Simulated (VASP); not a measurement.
Ga2O3, 10 atoms in the cell. It takes space group C2/m (No. 12, monoclinic). Conventional cell: a = 12.458 Å, b = 3.087 Å, c = 5.883 Å, α = 90.00°, β = 103.71°, γ = 90.00°. Ga (site symmetry m) has 4 O at 1.86 to 1.90 Å as nearest neighbours. Ga (site symmetry m) is surrounded by 6 O at 1.97 to 2.11 Å. O (site symmetry m) is surrounded by 3 Ga at 1.86 to 1.97 Å. Around O (site symmetry m) lie 4 Ga at 1.90 to 2.11 Å. O (site symmetry m) is surrounded by 3 Ga at 1.86 to 1.97 Å. 

- Program: VASP 6.6.1
- Task: relaxation of cell and atoms
- Functional: PBE
- Potentials or basis: VASP PAW PBE potentials, release 64 (Ga_d, O)
- Cutoff: 600 eV
- k mesh: 10 × 10 × 6
- Occupations: gaussian, width 0.03 eV
- Spin: no spin polarisation
- Further INCAR settings: ALGO = Normal; EDIFF = 1e-07; IBRION = 2; EDIFFG = -0.005; NSW = 90; ISIF = 3

Potentials or basis: VASP PAW PBE potentials, release 64 (Ga_d, O).

Launch:

```console
$ cat potpaw_PBE.64/Ga_d/POTCAR potpaw_PBE.64/O/POTCAR > POTCAR
$ mpirun -np 4 vasp_std > vasp.out
```

Hardware: 4 MPI ranks on AMD EPYC 7R13 Processor (Zen 3) (shared host).

Estimate the wall time of this run.

Wall time 24 min on 4 MPI ranks on AMD EPYC 7R13 Processor (Zen 3), on a shared host, peak memory 1 GiB a rank. Counts: scf iterations 29, k points 172, ion steps 3.
